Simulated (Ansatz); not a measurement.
## SiC: pressure against volume per atom

All results are calculated (Ansatz 0.2.0). Density functional stress and forces at fixed atoms, pressure and stress positive in compression, spin-unpolarised plane waves.

Cell of the first row (space group P6_3mc, No. 186):
```
cell vectors (Å)
   2.9105     0.0000     0.0000
  -1.4553     2.5206     0.0000
   0.0000     0.0000     4.7775
atoms (fractions of the cell vectors)
Si  0.33333  0.66667 -0.00030
Si  0.66667  0.33333  0.49970
C   0.33333  0.66667  0.37530
C   0.66667  0.33333  0.87530
```

Settings of every row: periodic directions 3; functional r2SCAN; spin orbit no; potentials PAW; wave cutoff 500 eV; k mesh 12x12x6; smearing width 0 eV.

| row | volume per atom (Å³) | pressure (GPa) |
| --- | --- | --- |
| 1 | 8.762 | 51.6 |
| 2 | 9.145 | 35.28 |
| 3 | 9.434 | 24.82 |
| 4 | 9.729 | 15.53 |
| 5 | 10.03 | 7.29 |
| 6 | 10.65 | ? |
| 7 | 10.97 | -12.05 |
| 8 | 11.132 | -14.6 |
| 9 | 11.295 | -16.98 |
| 10 | 11.628 | -21.26 |
| 11 | 11.966 | -24.96 |

Question: what pressure should row 6 give?

Worked fit of pressure. Take u = (V_r/V)^(2/3) − 1 with V_r = 10.5 Å³ an atom, which is twice the finite (Eulerian) strain; such expansions in the strain, on which the Birch-Murnaghan equation of state is built, carry the rest volume and the bulk modulus. The shown rows have u = 0.12821, 0.09649, 0.07398, 0.05216, 0.031, -0.02877, -0.03822, -0.04749, -0.06576, -0.08344. Least squares give pressure = −3.454 + 321.431 × u + 794.08 × u² + 372.9 × u³ GPa; a parabola predicts inner rows, each left out in turn, worse (root mean square 0.093 against 0.0086 GPa). The rows lie off it by 0.00, -0.01, 0.00, 0.00, 0.01, 0.00, 0.00, -0.01, 0.00, 0.00. The pressure vanishes at u = 0.0105, or V = 10.34 Å³ an atom, and there the bulk modulus with atoms relaxed is B = −V dP/dV = (2/3)(1 + u) dP/du = 228 GPa. The withheld row has u = -0.00941, so the fit gives −3.454 + 321.431 × (-0.00941) + 794.08 × (-0.00941)² + 372.9 × (-0.00941)³ = -6.41 GPa.

The calculation gave -6.42 GPa. The fit lies 0.01 GPa (0.013 % of the column's range) above it, one unit of the last digit.
